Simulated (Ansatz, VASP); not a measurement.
## Se: VASP beside Ansatz

The input INCAR:

```
SYSTEM = Se
ALGO = Normal ; EDIFF = 1E-6
ENCUT = 520 ; GGA = PE
ISIF = 2 ; ISMEAR = 0
LASPH = .TRUE. ; LCHARG = .TRUE.
LELF = .TRUE. ; LREAL = .FALSE.
LVHAR = .TRUE. ; LWAVE = .FALSE.
NBANDS = 13 ; NELM = 80
PREC = Accurate ; SIGMA = 0.1
```

File KPOINTS:

```
k-points
0
G
  12 12 12
  0 0 0
```

File POSCAR:

```
Se
1.0
    0.0000000000      3.2504642101      3.2504642101
    3.2504642101      0.0000000000      3.2504642101
    3.2504642101      3.2504642101      0.0000000000
Se
2
Direct
    0.5000000000      0.5000000000      0.5000000000
    0.7500000000      0.7500000000      0.7500000000
```

Input for Ansatz:

```yaml
crystal:
  lattice:
    - [0.0, 3.2504642101, 3.2504642101]
    - [3.2504642101, 0.0, 3.2504642101]
    - [3.2504642101, 3.2504642101, 0.0]
  atoms:
    - { symbol: Se, position: [0.5, 0.5, 0.5] }
    - { symbol: Se, position: [0.75, 0.75, 0.75] }
basis:
  ecutwfc: 420
kpoints:
  mp_grid: { grid: [12, 12, 12] }
hamiltonian:
  xc: pbe
scf:
  occupations: { method: gaussian, width: 0.1 }
output:
  forces: true
  stress: true
  eigenvalues: true
```

Alike in both runs: task single point; functional PBE; k mesh 12 × 12 × 12; occupations gaussian, width 0.1 eV; no spin polarisation.

|  | VASP | Ansatz |
| --- | --- | --- |
| version | VASP 6.6.1 | Ansatz 0.2.0 |
| potentials or method | VASP PAW PBE potentials, release 64 (Se) | scalar-relativistic, plane waves, PAW |
| plane-wave cutoff (eV) | 520 | 420 |
| valence electrons in the cell | 12 | 32 |

|  | VASP | Ansatz | Ansatz less VASP |
| --- | --- | --- | --- |
| gap on the k mesh at the Fermi level (eV) | none | none | - |
| pressure (GPa) | -2.6 | -2.6 | -0.01 |

A gap of «none» marks a metal or a gap that the smearing closes. The two sets of potentials don't hold the same shells in valence.
